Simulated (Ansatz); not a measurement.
## CsCl: frozen-core PAW against all-electron methods

```
Cs Cl
1.0
     4.09242    0.00000    0.00000
     0.00000    4.09242    0.00000
     0.00000    0.00000    4.18485
Cs Cl
1 1
Cartesian
  0.0000 0.0000 0.0000
  2.0462 2.0462 2.0924
```

Atoms are numbered in the order listed.

The cell is COD entry 9008789, as deposited and not checked against the literature; nothing was relaxed. The listed cell was then made from it by scaling, straining or moving an atom.

Spin–orbit coupling is left out, though it moves levels of the heavy atoms by tenths of an eV or more.

All numbers are computed: DFT, PBE, PAW with Ansatz's default frozen-core files, scalar-relativistic (Ansatz 0.2.0); DFT, PBE, all-electron PAW with datasets made for the crystal, scalar-relativistic (Ansatz 0.2.0); DFT, PBE, all-electron LAPW, scalar-relativistic (Ansatz 0.2.0).

For PAW: a Γ-centred 6×6×6 k mesh, Fermi–Dirac smearing of 0.03 eV, cutoff 420 eV, no spin polarisation. The crystal-made all-electron datasets (AE datasets) take a cutoff of 200 eV at this cell. LAPW targets a basis error of 1 meV/atom. The Ansatz runs share mesh, smearing and spin set-up. Plane-wave (PAW) pressures include the program's estimate of the Pulay term.

Stress and pressure are positive in compression.

The change that made this cell: z strained by +1.5 % at fixed volume.

Spin–orbit coupling is left out, which moves gradients at and beside heavy atoms by some per cent and at worst by a factor of two.

```csv
quantity,PAW,AE datasets,LAPW
pressure (GPa),1.00,1.00,1.00
stress xx (GPa),1.21,1.21,1.21
stress zz (GPa),0.58,0.58,0.58
band gap (eV),5.228,5.227,5.228
largest principal field gradient Vzz at Cs1 (10²¹ V/m²),-1.17,-1.17,–
largest principal field gradient Vzz at Cl2 (10²¹ V/m²),0.38,0.38,–
```

PAW's pressure differs from the LAPW value by about 0.01 GPa or less.
